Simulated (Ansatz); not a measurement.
Molecular dynamics on a 2×2×2 supercell (16 atoms) of RbCl (Fm-3m), relaxed with r2SCAN. Forces come from r2SCAN in Ansatz 0.2.0: a Langevin thermostat at fixed volume, 1700 K, steps of 1.5 fs. Computed, non-magnetic; the trajectory is short and the cell small, so nothing here is a converged average.

```yaml
crystal:
  lattice:
    - [0.0, 6.6114528278, 6.6114528278]
    - [6.6114528278, 0.0, 6.6114528278]
    - [6.6114528278, 6.6114528278, 0.0]
  atoms:
    - { symbol: Rb, position: [0.0, 0.0, 0.0] }
    - { symbol: Cl, position: [0.25, 0.25, 0.25] }
    - { symbol: Rb, position: [0.0, 0.0, 0.5] }
    - { symbol: Cl, position: [0.25, 0.25, 0.75] }
    - { symbol: Rb, position: [0.0, 0.5, 0.0] }
    - { symbol: Cl, position: [0.25, 0.75, 0.25] }
    - { symbol: Rb, position: [0.0, 0.5, 0.5] }
    - { symbol: Cl, position: [0.25, 0.75, 0.75] }
    - { symbol: Rb, position: [0.5, 0.0, 0.0] }
    - { symbol: Cl, position: [0.75, 0.25, 0.25] }
    - { symbol: Rb, position: [0.5, 0.0, 0.5] }
    - { symbol: Cl, position: [0.75, 0.25, 0.75] }
    - { symbol: Rb, position: [0.5, 0.5, 0.0] }
    - { symbol: Cl, position: [0.75, 0.75, 0.25] }
    - { symbol: Rb, position: [0.5, 0.5, 0.5] }
    - { symbol: Cl, position: [0.75, 0.75, 0.75] }
kpoints:
  mp_grid: { grid: [2, 2, 2] }
hamiltonian:
  xc: r2scan
scf:
  occupations: { method: fermi_dirac, width: 0.146 }
md:
  ensemble: nvt_langevin
  temperature: 1700
  timestep: 1.5
  n_steps: 40
  initial_velocities: maxwell_boltzmann
  seed: 2758
```

Command: `ansatz run input.yaml --threads 4 --pin off --max-ram 3686MiB --backend cpu --events-out ev --progress --plain --runs-dir out`.

Q: What wall time did it need on 4 threads of Arm Neoverse V2 (shared host), load about 0.1 per core, and what peak of host memory did it reach?

A: About 7.5 min, with a peak of 3.1 GiB.

Q: How do temperature and energy develop?

A: The temperature starts at 1594 K, is lowest at step 37 (863 K, 55.5 fs) and ends at 879 K. The thermostat hasn't had time to restore it. The atoms start on their lattice sites with kinetic energy alone, so much of it first passes into potential energy. By the last step the atoms have moved 0.41 Å in the root mean square, the drift of the whole cell taken out, 0.69 Å at most.
```
step  t (fs)  T (K)  free energy F from step 0 (meV/atom)  kinetic energy (meV/atom)  largest force (eV/Å)
   0       0   1594                                   0.0                      206.0                  0.00
   1     1.5   1589                                   0.1                      205.4                  0.04
   2       3   1629                                   0.5                      210.5                  0.08
   3     4.5   1629                                   1.2                      210.5                  0.12
   4       6   1691                                   2.1                      218.6                  0.15
   5     7.5   1672                                   3.4                      216.2                  0.19
   6       9   1752                                   4.8                      226.5                  0.22
   7    10.5   1795                                   6.6                      232.0                  0.26
   8      12   1677                                   8.6                      216.8                  0.30
   9    13.5   1644                                  10.8                      212.5                  0.34
  10      15   1609                                  13.3                      208.0                  0.39
  11    16.5   1525                                  16.0                      197.1                  0.44
  12      18   1573                                  19.0                      203.3                  0.49
  13    19.5   1668                                  22.3                      215.6                  0.53
  14      21   1632                                  25.8                      211.0                  0.58
  15    22.5   1415                                  29.5                      182.9                  0.63
  16      24   1359                                  33.2                      175.6                  0.68
  17    25.5   1366                                  37.0                      176.6                  0.73
  18      27   1235                                  40.9                      159.7                  0.77
  19    28.5   1271                                  45.0                      164.3                  0.81
  20      30   1296                                  49.4                      167.6                  0.86
  21    31.5   1304                                  54.0                      168.6                  0.92
  22      33   1260                                  58.8                      162.9                  0.97
  23    34.5   1340                                  63.8                      173.2                  1.02
  24      36   1357                                  69.1                      175.4                  1.06
  25    37.5   1317                                  74.5                      170.3                  1.09
  26      39   1364                                  80.1                      176.4                  1.12
  27    40.5   1343                                  85.7                      173.6                  1.15
  28      42   1319                                  91.0                      170.5                  1.18
  29    43.5   1152                                  96.4                      148.9                  1.20
  30      45   1151                                 101.7                      148.8                  1.22
  31    46.5   1078                                 106.8                      139.3                  1.27
  32      48   1081                                 111.5                      139.7                  1.31
  33    49.5   1038                                 115.7                      134.2                  1.35
  34      51    997                                 119.6                      128.9                  1.38
  35    52.5    960                                 123.3                      124.1                  1.41
  36      54    977                                 126.3                      126.3                  1.43
  37    55.5    863                                 128.6                      111.6                  1.44
  38      57    925                                 130.4                      119.6                  1.45
  39    58.5    923                                 131.7                      119.3                  1.46
  40      60    879                                 132.1                      113.6                  1.46
```

Positions (Å) and forces (eV/Å) at step 40:
```
Rb  -0.094  -0.085   0.176     0.338  -0.076  -0.147
Cl   3.126   3.569   2.907     0.159  -0.241   0.715
Rb   3.198   3.775  -0.061     0.091  -0.483   0.298
Cl   6.551   6.862   3.913     0.314  -1.171  -0.810
Rb   3.248   0.074   3.454     0.075   0.183  -0.260
Cl   6.488   3.199   6.293     0.792  -0.170   0.497
Rb   6.589   3.179   3.281    -0.026   0.045  -0.510
Cl   9.920   6.923   6.885     0.444  -0.321  -0.163
Rb  -0.272   3.021   3.349     0.490   1.087  -0.136
Cl   3.206   6.847   6.472    -0.111  -0.233   1.033
Rb   3.403   6.975   3.595    -0.123  -0.563  -0.608
Cl   6.724   9.269   6.561    -0.059   1.202   0.161
Rb   3.637   3.232   6.394    -1.207   0.700  -0.047
Cl   6.876   6.540   9.896    -0.506  -0.052   0.507
Rb   6.907   6.376   6.830    -0.433  -0.409   0.259
Cl   9.901   9.998  10.253    -0.238   0.503  -0.788
```
